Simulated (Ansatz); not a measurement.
HgSe:

```
Hg Se
1.0
     0.00000    3.03900    3.03900
     3.03900    0.00000    3.03900
     3.03900    3.03900    0.00000
Hg Se
1 1
Direct
  0.00000 0.00000 0.00000
  0.75000 0.75000 0.75000
```

| Quantity | Value |
| --- | --- |
| Program | Ansatz 0.2.0 |
| Task | relaxation of cell and atoms |
| Functional | revPBE |
| Dispersion | D4 |
| Potentials or basis | all-electron LAPW, scalar-relativistic |
| Basis error allowed | 0.001 eV/atom |
| k mesh | 8 × 8 × 8 |
| Occupations | fermi-dirac, width 0.05 eV |
| Spin | no spin polarisation |

At the start: volume 28.07 Å³/atom.

**Question.** How do energy, volume and symmetry change on relaxing?

**Answer.** Over 5 steps the energy falls by 8.9 meV/atom and the volume is 29.33 Å³/atom (+4.5 %); space group F-43m (No. 216, to 0.05 Å).

The path:
```csv
step,energy change (eV),largest force (eV/Å),volume (Å³)
1,0.0000,0.0000,56.13
2,-0.0165,0.0000,59.39
3,-0.0178,0.0000,58.73
4,-0.0178,0.0000,58.67
5,-0.0178,0.0000,58.67
```

Final structure:
```xyz
2
Lattice="0.0000 3.0841 3.0841 3.0841 0.0000 3.0841 3.0841 3.0841 0.0000" Properties=species:S:1:pos:R:3 pbc="T T T"
Hg    0.0000    0.0000    0.0000
Se    4.6261    4.6261    4.6261
```
